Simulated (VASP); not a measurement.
Crystal: B.

```
B
1.0
     1.62456    0.00000    0.00000
     0.00000    2.86615    0.00000
     0.00000    0.00000    3.91440
B
2
Direct
  0.00000 0.50000 0.60926
  0.50000 0.00000 0.39074
```

The cell was built by a generator and needn't be a form met in nature.

```yaml
Program: VASP 6.6.1
Task: relaxation of cell and atoms
Functional: TPSS
Potentials_or_basis: VASP PAW PBE potentials, release 64 (B)
Cutoff: 600 eV
k_mesh: 16 × 9 × 7
Occupations: gaussian, width 0.05 eV
Spin: no spin polarisation
```

At the start: pressure -0.8 GPa; volume 9.11 Å³/atom.

**Question.** Where does the relaxation end?

**Answer.** Over 25 steps the energy falls by 4.1 meV/atom and the volume is 8.91 Å³/atom (-2.2 %); space group Pmmn (No. 59, to 0.05 Å).

The path:
```csv
step,energy change (eV),largest force (eV/Å),pressure (GPa),volume (Å³)
1,0.0000,0.1390,-0.76,18.23
2,-0.0025,0.2281,0.81,18.11
3,-0.0027,0.2355,1.19,18.09
4,-0.0036,0.2112,1.24,18.07
5,-0.0046,0.1364,1.34,18.05
6,-0.0039,0.0157,1.56,18.00
7,-0.0048,0.0908,1.39,18.03
8,-0.0065,0.0523,0.57,18.06
9,-0.0075,0.0147,-0.83,18.10
10,-0.0075,0.0088,-0.69,18.10
11,-0.0076,0.0060,-0.63,18.08
12,-0.0078,0.0033,-0.21,18.02
13,-0.0078,0.0060,-0.13,18.00
14,-0.0078,0.0084,0.02,17.99
15,-0.0078,0.0070,-0.02,18.00
16,-0.0078,0.0065,-0.06,18.00
17,-0.0078,0.0094,-0.05,17.99
18,-0.0079,0.0174,0.03,17.95
19,-0.0080,0.0346,0.17,17.88
20,-0.0081,0.0271,0.00,17.88
21,-0.0081,0.0134,-0.29,17.87
22,-0.0081,0.0059,-0.26,17.85
23,-0.0082,0.0101,-0.18,17.82
24,-0.0082,0.0073,-0.19,17.83
25,-0.0082,0.0038,-0.09,17.82
```

Final structure:
```
CELL_PARAMETERS angstrom
1.61609 0.00000 0.00000
0.00000 2.86312 0.00000
0.00000 0.00000 3.85108
ATOMIC_POSITIONS crystal
B 0.00000 0.50000 0.61717
B 0.50000 0.00000 0.38283
```

Caveat: the PAW data sets were made with another functional, which shifts forces and pressure a little; this functional lacks dispersion, which binds the layers, so the pressure and a relaxed spacing across them are unreliable.
